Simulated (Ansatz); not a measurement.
Runs of Ansatz 0.2.0 on SnO. The structure is tetragonal, space group P4/nmm (No. 129). Conventional cell: a = 3.814 Å, b = 3.814 Å, c = 4.887 Å, α = 90.00°, β = 90.00°, γ = 90.00°. Sn (site symmetry 4mm) is surrounded by 4 O at 2.23 Å. O (site symmetry -4m2) has 4 Sn at 2.23 Å as nearest neighbours. The cell is a database's computed one.

| level | share of exact exchange | gap on the mesh (eV) | pressure (GPa) | largest force (eV/Å) |
| --- | --- | --- | --- | --- |
| r2SCAN0 form with a typed share of exact exchange | 0.35 | 1.71 | -4.1 | 0.72 |
| r2SCAN0 | 0.25 | 1.29 | (b) | 0.56 |
| r2SCAN0 form with a typed share of exact exchange | 0.5 | 2.36 | -5.5 | 0.95 |
| r2SCAN0 form with a typed share of exact exchange | 0.1 | 0.67 | -1.5 | 0.31 |
| r2SCAN0 form with a typed share of exact exchange | 0.15 | (a) | -2.0 | 0.39 |
| r2SCAN0 form with a typed share of exact exchange | 0 | 0.28 | -0.4 | 0.12 |

Alike in all rows: task single point; potentials or basis Ansatz PAW; no spin polarisation; cell as given; k mesh 4 × 4 × 3; cutoff (eV) 500; smearing fermi-dirac 0.05 eV; the mesh is coarse, so values aren't converged.

Question: Fill in the values left out.

Answer: (a) 0.88; (b) -3.1.

Caveats: all runs use coarse meshes; odd divisions of the mesh miss points on the zone boundary, where band edges often lie, so the gap on the mesh can be too wide; spin-orbit coupling is left out, which moves the levels of the heavy elements; the PAW data sets come from PBE, with cores solved anew for the run's functional, which leaves a small shift of forces and pressure; the thresholds are loose for stress (some runs).

A k mesh can miss the band edges, and the runs leave out spin-orbit coupling on Sn.

Runs at the PBE level aren't shown here.
